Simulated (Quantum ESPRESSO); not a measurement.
# Ta (Im-3m) in Quantum ESPRESSO: a series of runs, part 2 of 2

Quantum ESPRESSO 7.5. The steps go on from the part before.

## 4. Relaxation of cell and atoms, PBEsol, target pressure 30 GPa, at which the enthalpy is minimised

The input, pw.in:

```
&CONTROL
  calculation = 'vc-relax'
  prefix = 'pwscf'
  outdir = './tmp'
  pseudo_dir = './pseudo'
  tprnfor = .true.
  tstress = .true.
  disk_io = 'low'
  nstep = 40
  forc_conv_thr = 0.0004
  etot_conv_thr = 1d-05
/
&SYSTEM
  ibrav = 0
  nat = 1
  ntyp = 1
  ecutwfc = 64
  ecutrho = 515
  nbnd = 12
  occupations = 'smearing'
  smearing = 'fd'
  degauss = 0.00367493
/
&ELECTRONS
  conv_thr = 2d-10
  electron_maxstep = 120
  mixing_beta = 0.5
/
&IONS
  ion_dynamics = 'bfgs'
/
&CELL
  cell_dynamics = 'bfgs'
  press = 300
  press_conv_thr = 0.3
/
ATOMIC_SPECIES
Ta   180.9479 ta_pbesol_v1.uspp.F.UPF
CELL_PARAMETERS angstrom
  -1.6512800000    1.6512800000    1.6512800000
   1.6512800000   -1.6512800000    1.6512800000
   1.6512800000    1.6512800000   -1.6512800000
ATOMIC_POSITIONS angstrom
Ta     0.0000000000    0.0000000000    0.0000000000
K_POINTS automatic
11 11 11 0 0 0
```

Potentials or basis: GBRV 1.5 PBEsol.

Command:

```console
$ OMP_NUM_THREADS=1 mpirun -n 2 pw.x -nk 2 -in pw.in > pw.out
```

pw.out:

```text
This program is part of the open-source Quantum ESPRESSO suite
     for quantum simulation of materials; please cite
[... 6 lines left out ...]
     using ibrav=0 with symmetry is DISCOURAGED, use correct ibrav instead

     K-points division:     npool     =       2
     Subspace diagonalization in iterative solution of the eigenvalue problem:
     a serial algorithm will be used

     G-vector sticks info
     --------------------
     sticks:   dense  smooth     PW     G-vecs:    dense   smooth      PW
     Sum        1133     557    173                24103     8391    1505

     Using Slab Decomposition

     bravais-lattice index     =            0
     lattice parameter (alat)  =       5.4048  a.u.
     unit-cell volume          =     121.5399 (a.u.)^3
     number of atoms/cell      =            1
     number of atomic types    =            1
     number of electrons       =        13.00
     number of Kohn-Sham states=           12
     kinetic-energy cutoff     =      64.0000  Ry
     charge density cutoff     =     515.0000  Ry
     scf convergence threshold =      2.0E-10
     mixing beta               =       0.5000
     number of iterations used =            8  plain     mixing
     energy convergence thresh.=      1.0E-05
     force convergence thresh. =      4.0E-04
     press convergence thresh. =      3.0E-01
     Exchange-correlation= SLA  PW   PSX  PSC
                           (   1   4  10   8   0   0   0)
     nstep                     =           40

     celldm(1)=   5.404807  celldm(2)=   0.000000  celldm(3)=   0.000000
     celldm(4)=   0.000000  celldm(5)=   0.000000  celldm(6)=   0.000000

     crystal axes: (cart. coord. in units of alat)
               a(1) = (  -0.577350   0.577350   0.577350 )
               a(2) = (   0.577350  -0.577350   0.577350 )
               a(3) = (   0.577350   0.577350  -0.577350 )

     reciprocal axes: (cart. coord. in units 2 pi/alat)
               b(1) = ( -0.000000  0.866025  0.866025 )
               b(2) = (  0.866025 -0.000000  0.866025 )
               b(3) = (  0.866025  0.866025  0.000000 )

     PseudoPot. # 1 for Ta read from file:
     ta_pbesol_v1.uspp.F.UPF
     Pseudo is Ultrasoft + core correction, Zval = 13.0
     Generated by new atomic code, or converted to UPF format
     Using radial grid of  921 points,  7 beta functions with:
                l(1) =   0
                l(2) =   0
                l(3) =   1
                l(4) =   1
                l(5) =   2
                l(6) =   2
                l(7) =   3
     Q(r) pseudized with  6 coefficients,  rinner =    1.300   1.300   1.300
                                                       1.300   1.300   1.300
                                                       1.300

     atomic species   valence    mass     pseudopotential
     Ta               13.00   180.94790     Ta( 1.00)

     48 Sym. Ops., with inversion, found

   Cartesian axes

     site n.     atom                  positions (alat units)
         1        Ta     tau(   1) = (   0.0000000   0.0000000   0.0000000  )

     number of k points=    56  Fermi-Dirac smearing, width (Ry)=  0.0037
                       cart. coord. in units 2pi/alat
        k(    1) = (   0.0000000   0.0000000   0.0000000), wk =   0.0015026
        k(    2) = (   0.0787296   0.0787296   0.0000000), wk =   0.0180316
        k(    3) = (   0.1574592   0.1574592   0.0000000), wk =   0.0180316
        k(    4) = (   0.2361887   0.2361887   0.0000000), wk =   0.0180316
        k(    5) = (   0.3149183   0.3149183   0.0000000), wk =   0.0180316
        k(    6) = (   0.3936479   0.3936479   0.0000000), wk =   0.0180316
[... 48 lines left out ...]
        k(   55) = (  -0.7872958  -0.0787296  -0.0787296), wk =   0.0120210
        k(   56) = (  -0.0000000  -0.0000000   0.7872958), wk =   0.0090158

     Dense  grid:    24103 G-vectors     FFT dimensions: (  40,  40,  40)

     Smooth grid:     8391 G-vectors     FFT dimensions: (  27,  27,  27)

     Initial potential from superposition of free atoms

     starting charge      12.9990, renormalised to      13.0000

     negative rho (up, down):  9.433E-02 0.000E+00
     Starting wfcs are   13 randomized atomic wfcs

     Self-consistent Calculation

     iteration #  1     ecut=    64.00 Ry     beta= 0.50
     Davidson diagonalization with overlap
     ethr =  1.00E-02,  avg # of iterations =  3.8
[... 379 lines left out ...]
     negative rho (up, down):  9.942E-02 0.000E+00
          total   stress  (Ry/bohr**3)                   (kbar)     P=      -45.47
  -0.00030911   0.00000000   0.00000000          -45.47        0.00        0.00
   0.00000000  -0.00030911   0.00000000            0.00      -45.47        0.00
   0.00000000   0.00000000  -0.00030911            0.00        0.00      -45.47

     BFGS Geometry Optimization
     Energy error            =      5.7E-02 Ry
     Gradient error          =      0.0E+00 Ry/Bohr
     Cell gradient error     =      3.5E+02 kbar

     number of scf cycles    =   1
     number of bfgs steps    =   0
[... 1127 lines left out ...]
   -45.1040 -12.4709 -12.2302 -11.5641  18.7077  18.9325  20.8784  25.8687
    27.3236  32.9126  33.7993  36.8127

          k =-0.0000 0.0000 0.4938 (  1044 PWs)   bands (ev):

   -45.1645 -12.1359 -11.7649 -11.7649  18.1151  19.4674  23.1409  23.1409
    25.4932  27.1726  37.5321  42.4656

          k = 0.0000-0.0823 0.5761 (  1050 PWs)   bands (ev):
[... 455 lines left out ...]
     Energy error            =      2.6E-07 Ry
     Gradient error          =      0.0E+00 Ry/Bohr
     Cell gradient error     =      1.8E-02 kbar

     bfgs converged in   5 scf cycles and   4 bfgs steps
     (criteria: energy <  1.0E-05 Ry, force <  4.0E-04 Ry/Bohr, cell <  3.0E-01 kbar)

     End of BFGS Geometry Optimization

     Final enthalpy           =    -141.5263124041 Ry

Begin final coordinates
     new unit-cell volume =    106.32823 a.u.^3 (    15.75622 Ang^3 )
     density =     19.07000 g/cm^3

CELL_PARAMETERS (angstrom)
  -1.579297663   1.579297663   1.579297663
   1.579297663  -1.579297663   1.579297663
   1.579297663   1.579297663  -1.579297663

ATOMIC_POSITIONS (angstrom)
Ta               0.0000000000        0.0000000000        0.0000000000
End final coordinates

     Final scf calculation at the relaxed structure.
     The G-vectors are recalculated for the final unit cell
     Results may differ from those at the preceding step.

     G-vector sticks info
     --------------------
     sticks:   dense  smooth     PW     G-vecs:    dense   smooth      PW
     Sum        1027     523    169                21001     7395    1409

     Using Slab Decomposition

     bravais-lattice index     =            0
     lattice parameter (alat)  =       5.4048  a.u.
     unit-cell volume          =     106.3282 (a.u.)^3
     number of atoms/cell      =            1
     number of atomic types    =            1
     number of electrons       =        13.00
     number of Kohn-Sham states=           12
     kinetic-energy cutoff     =      64.0000  Ry
     charge density cutoff     =     515.0000  Ry
     scf convergence threshold =      2.0E-12
     mixing beta               =       0.5000
     number of iterations used =            8  plain     mixing
     press convergence thresh. =      3.0E-01
     Exchange-correlation= SLA  PW   PSX  PSC
                           (   1   4  10   8   0   0   0)

     celldm(1)=   5.404807  celldm(2)=   0.000000  celldm(3)=   0.000000
     celldm(4)=   0.000000  celldm(5)=   0.000000  celldm(6)=   0.000000

     crystal axes: (cart. coord. in units of alat)
               a(1) = (  -0.552183   0.552183   0.552183 )
               a(2) = (   0.552183  -0.552183   0.552183 )
               a(3) = (   0.552183   0.552183  -0.552183 )

     reciprocal axes: (cart. coord. in units 2 pi/alat)
               b(1) = ( -0.000000  0.905498  0.905498 )
               b(2) = (  0.905498 -0.000000  0.905498 )
               b(3) = (  0.905498  0.905498 -0.000000 )

     PseudoPot. # 1 for Ta read from file:
     ta_pbesol_v1.uspp.F.UPF
     Pseudo is Ultrasoft + core correction, Zval = 13.0
     Generated by new atomic code, or converted to UPF format
     Using radial grid of  921 points,  7 beta functions with:
                l(1) =   0
                l(2) =   0
                l(3) =   1
                l(4) =   1
                l(5) =   2
                l(6) =   2
                l(7) =   3
     Q(r) pseudized with  6 coefficients,  rinner =    1.300   1.300   1.300
                                                       1.300   1.300   1.300
                                                       1.300

     atomic species   valence    mass     pseudopotential
     Ta               13.00   180.94790     Ta( 1.00)

     48 Sym. Ops., with inversion, found

   Cartesian axes

     site n.     atom                  positions (alat units)
         1        Ta     tau(   1) = (   0.0000000   0.0000000   0.0000000  )

     number of k points=    56  Fermi-Dirac smearing, width (Ry)=  0.0037
                       cart. coord. in units 2pi/alat
        k(    1) = (   0.0000000   0.0000000   0.0000000), wk =   0.0015026
        k(    2) = (   0.0823180   0.0823180  -0.0000000), wk =   0.0180316
        k(    3) = (   0.1646359   0.1646359  -0.0000000), wk =   0.0180316
        k(    4) = (   0.2469539   0.2469539  -0.0000000), wk =   0.0180316
        k(    5) = (   0.3292719   0.3292719  -0.0000000), wk =   0.0180316
        k(    6) = (   0.4115899   0.4115899  -0.0000000), wk =   0.0180316
[... 48 lines left out ...]
        k(   55) = (  -0.8231797  -0.0823180  -0.0823180), wk =   0.0120210
        k(   56) = (  -0.0000000  -0.0000000   0.8231797), wk =   0.0090158

     Dense  grid:    21001 G-vectors     FFT dimensions: (  40,  40,  40)

     Smooth grid:     7395 G-vectors     FFT dimensions: (  27,  27,  27)

     Initial potential from superposition of free atoms

     starting charge      12.9990, renormalised to      13.0000

     negative rho (up, down):  9.321E-02 0.000E+00
     Starting wfcs are   13 randomized atomic wfcs

     Self-consistent Calculation

     iteration #  1     ecut=    64.00 Ry     beta= 0.50
     Davidson diagonalization with overlap
     ethr =  1.00E-06,  avg # of iterations =  9.7
[... 373 lines left out ...]
     negative rho (up, down):  9.787E-02 0.000E+00
          total   stress  (Ry/bohr**3)                   (kbar)     P=      300.49
   0.00204271  -0.00000000  -0.00000000          300.49       -0.00       -0.00
  -0.00000000   0.00204271  -0.00000000           -0.00      300.49       -0.00
  -0.00000000  -0.00000000   0.00204271           -0.00       -0.00      300.49

=------------------------------------------------------------------------------=
   JOB DONE.
=------------------------------------------------------------------------------=
```

It took 31 s on 2 MPI ranks of Arm Neoverse V2, shared host; peak memory 0.26 GiB.

What came out:

```yaml
Free_energy: -1928.5123 eV
Relaxed_volume: 15.76 Å³/atom
Relaxed_cell: a = 2.735 Å, b = 2.735 Å, c = 2.735 Å, α = 109.47°, β = 109.47°, γ = 109.47°
Space_group_after_relaxing_to_0.05_Å: Im-3m (No. 229)
Energy_change_on_relaxing_the_enthalpy_is_what_falls: +152.3 meV/atom
Ionic_steps: 5
Pressure_after_relaxing: 30.0 GPa
Band_gap_on_the_k_mesh: none (metal or under the smearing width)
```

Step by step:
| step | energy change (eV) | largest force (eV/Å) | pressure (GPa) | volume (Å³) |
| --- | --- | --- | --- | --- |
| 1 | 0.0000 | 0.0000 | -4.55 | 18.01 |
| 2 | 0.3277 | 0.0000 | 47.00 | 15.02 |
| 3 | 0.1283 | 0.0000 | 27.26 | 15.89 |
| 4 | 0.1509 | 0.0000 | 29.84 | 15.76 |
| 5 | 0.1523 | 0.0000 | 30.00 | 15.76 |

Final structure:
```yaml
crystal:
  lattice:
    - [-1.57930, 1.57930, 1.57930]
    - [1.57930, -1.57930, 1.57930]
    - [1.57930, 1.57930, -1.57930]
  atoms:
    - { symbol: Ta, position: [0.00000, 0.00000, 0.00000] }
```

The run has no spin-orbit coupling, so splittings on Ta are missing.

## 5. Overview

| cell | gap on the mesh (eV) | pressure (GPa) |
| --- | --- | --- |
| relaxed to 10 GPa | none | 10.0 |
| relaxed to 20 GPa | none | 20.0 |
| relaxed to 30 GPa | none | 30.0 |

Alike in all rows: task relaxation of cell and atoms; level PBEsol; potentials or basis GBRV 1.5 PBEsol; no spin polarisation; k mesh 11 × 11 × 11; cutoff (eV) 871; smearing fermi-dirac 0.05 eV.

Total energies depend on the potentials used, so only differences within one code and one set of settings carry meaning.
